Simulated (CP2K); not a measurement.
GaP:

```
Ga P
1.0
     3.85409    0.00000    0.00000
     1.92704    3.33774    0.00000
     1.92704    1.11258    3.14685
Ga P
1 1
Direct
  0.00000 0.00000 0.00000
  0.75000 0.75000 0.75000
```

Base run:

| Quantity | Value |
| --- | --- |
| Program | CP2K 2026.2 |
| Functional | optB88-vdW |
| Potentials or basis | POTENTIAL_UZH Ga GTH-PBE-q13, P GTH-PBE-q5; TZVP-MOLOPT-PBE-GTH basis |
| Density cutoff | 9184 eV |
| k mesh | 8 × 8 × 8 |
| Occupations | fermi-dirac, width 0.05 eV |
| Spin | no spin polarisation |

Its results: band gap on the k mesh 1.63 eV, indirect (least direct gap 1.68 eV); pressure 3.2 GPa.

Question: After a change of settings the same cell gave: band gap on the k mesh 1.45 eV, indirect (least direct gap 1.57 eV); pressure -1.0 GPa. Which change was it?
A. functional from optB88-vdW to LDA
B. functional from optB88-vdW to rev-vdW-DF2
C. functional from optB88-vdW to TPSS
D. functional from optB88-vdW to PBEsol

Answer: A.

Caveats: the potentials were made for another functional, which shifts forces and pressure; the basis of atomic orbitals isn't converged, which shifts pressures, moduli and gaps.

Runs at the PBE level aren't shown here.
